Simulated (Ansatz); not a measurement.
## Could GaSb exist in this structure?

Plane-wave DFT in Ansatz with scalar-relativistic PAW potentials. The crystal relaxes under PBE to F-43m with a = 6.214 Å, 29.99 Å³/atom. No spin polarisation.

```yaml
crystal:
  lattice:
    - [0.00000, 3.10692, 3.10692]
    - [3.10692, 0.00000, 3.10692]
    - [3.10692, 3.10692, 0.00000]
  atoms:
    - { symbol: Ga, position: [0.00000, 0.00000, 0.00000] }
    - { symbol: Sb, position: [0.75000, 0.75000, 0.75000] }
```

Task: Test it against the elements, against displacements at the zone centre and against strain.

Result:
- Energy over the elements: -0.166 eV/atom (PBE, standard states in the same functional, gases uncorrected)
- Optical modes at Γ: all 3 real, at 208 cm⁻¹ (PBE, no gap at this level, so no LO-TO term)
- Least eigenvalue of the elastic tensor: 35 GPa (PBE, smearing 0.15 eV on a cell relaxed with it; where the run has no gap this value hangs on mesh and smearing)

It passes all three tests. So it is a local minimum against everything tried and bound against the elements. Modes at other wave vectors, other structures and decomposition into other compounds weren't tested here.

Spin-orbit coupling is left out, which matters for the bands of heavy elements.